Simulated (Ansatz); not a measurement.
AlSb (zinc blende)

```
AlSb
1.0
    0.00000     3.08865     3.08865
    3.08865     0.00000     3.08865
    3.08865     3.08865     0.00000
Sb Al
1 1
Direct
  0.25000   0.25000   0.25000
  0.00000   0.00000   0.00000
```

The volume is varied about the relaxed value V₀ at fixed cell shape. Symmetry pins the atoms to their sites.

The numbers are results of r2SCAN (plane waves to 500 eV, PAW, scalar-relativistic; Ansatz, a program for electronic structure), not measurements. k mesh 14×14×14 (Γ-centred), Fermi-Dirac smearing 0.05 eV. Compression counts positive. AlSb was relaxed with its symmetry unable to fall. Spin-orbit coupling is left out, though Sb is heavy.

At one point of the scan the stress tensor (GPa) is:

```
   -4.2      0.0      0.0
    0.0     -4.2      0.0
    0.0      0.0     -4.2
```

Task: Which point is it?
(A) V/V₀ = 1.064
(B) V/V₀ = 1.096
(C) V/V₀ = 1.160
(D) V/V₀ = 1.128

Result: B, V/V₀ = 1.096

(Under strain, the slope of the energy per volume gives the stress and its curvature an elastic modulus.)
